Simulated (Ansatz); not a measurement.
# GaP: a line through an energy map

One line of a two-coordinate grid on GaP (F-43m, No. 216; 2 atoms in the cell): volume per atom is varied, at c/a of the conventional cell = 0.948.

Program: Ansatz 0.2.0. Level of theory: DFT PBE, scalar-relativistic, plane waves, PAW. These are calculated values, not measurements.

17 further runs of the same task are left out: 17 set aside as unsound or not needed.

## 1. The system as given

It takes space group F-43m (No. 216, cubic). Conventional cell: a = 5.505 Å, b = 5.505 Å, c = 5.505 Å, α = 90.00°, β = 90.00°, γ = 90.00°. Around Ga (site symmetry -43m) lie 4 P at 2.38 Å. P (site symmetry -43m) is surrounded by 4 Ga at 2.38 Å.

Structure file:

```
CELL_PARAMETERS angstrom
0.00000 2.75254 2.75254
2.75254 0.00000 2.75254
2.75254 2.75254 0.00000
ATOMIC_POSITIONS crystal
Ga 0.00000 0.00000 0.00000
P 0.75000 0.75000 0.75000
```

It is the result of an earlier relaxation at this level (volume 20.85 Å³/atom; gap on the mesh: 1.58 eV).

## 2. What is varied

The energy is mapped over volume and the cell's shape.

The axes are (1) volume per atom: 7 values from 19.19 to 22.52 Å³; (2) c/a of the conventional cell: 7 values from 0.923 to 1.083.

Nothing else is relaxed (symmetry fixes all fractional coordinates). Energies count from the relaxed crystal. Points are written as (first, second).

## 3. Grid point (19.19 Å³, 0.948)

input.yaml reads:

```yaml
crystal:
  lattice:
    - [0.0, 2.5834518498, 2.7251601791]
    - [2.7251601791, 0.0, 2.7251601791]
    - [2.7251601791, 2.5834518498, 0.0]
  atoms:
    - { symbol: Ga, position: [0.0, 0.0, 0.0] }
    - { symbol: P, position: [0.75, 0.75, 0.75] }
basis:
  ecutwfc: 420
kpoints:
  mp_grid: { grid: [10, 10, 10] }
hamiltonian:
  xc: pbe
scf:
  occupations: { method: gaussian, width: 0.05 }
output:
  forces: true
  stress: true
  eigenvalues: true
```

Command:

```sh
ansatz run input.yaml --threads 1 --pin off --max-ram 2048MiB --backend cpu --events-out ev --progress --plain --runs-dir out
```

Further runs follow: the other points of the line.

**Question.** What will these runs give? Wanted: for each run, volume per atom; energy; slope; pressure.

**Answer**, as computed:

| volume per atom (Å³) | step | energy (meV/atom) | slope (meV/atom per Å³) | pressure (GPa) | band gap on the k-mesh (eV) |
| --- | --- | --- | --- | --- | --- |
| 19.19 | 3 | 45.6 | −48 | 7.7 | 0.99 |
| 19.74 | 4 | 24.1 | −30 | 4.7 | 1.06 |
| 20.30 | – | 12.2 | −14 | 2.2 | 1.11 |
| 20.85 | 5 | 8.4 | 0 | 0.0 | 1.16 |
| 21.41 | 6 | 11.9 | 12 | −1.9 | 1.17 |
| 21.97 | 7 | 21.4 | 22 | −3.5 | 0.97 |
| 22.52 | – | 36.2 | 31 | −5.0 | 0.78 |

Energies count from the relaxed crystal. Rows without a step come from runs not printed here or follow by symmetry. Slopes come from the forces (and the stress, where the cell changes), not from differences of energies.

What this shows: Along the line the energy is lowest at 20.85 Å³, 8.4 meV/atom from the zero. A fit to energies and slopes at the lowest point and its two neighbours puts the minimum at 20.852 Å³, with a curvature of about 23 meV/atom per (Å³)². V·d²E/dV² there is about 77 GPa, a bulk modulus under this line's constraint. The highest point computed, at 19.19 Å³, lies 37.1 meV/atom above the lowest. This is one cut through a surface in two coordinates; the map's lowest point lies off it.

These are semilocal Kohn-Sham gaps, which aren't the measured quantity. Such gaps usually fall short of the measured ones.
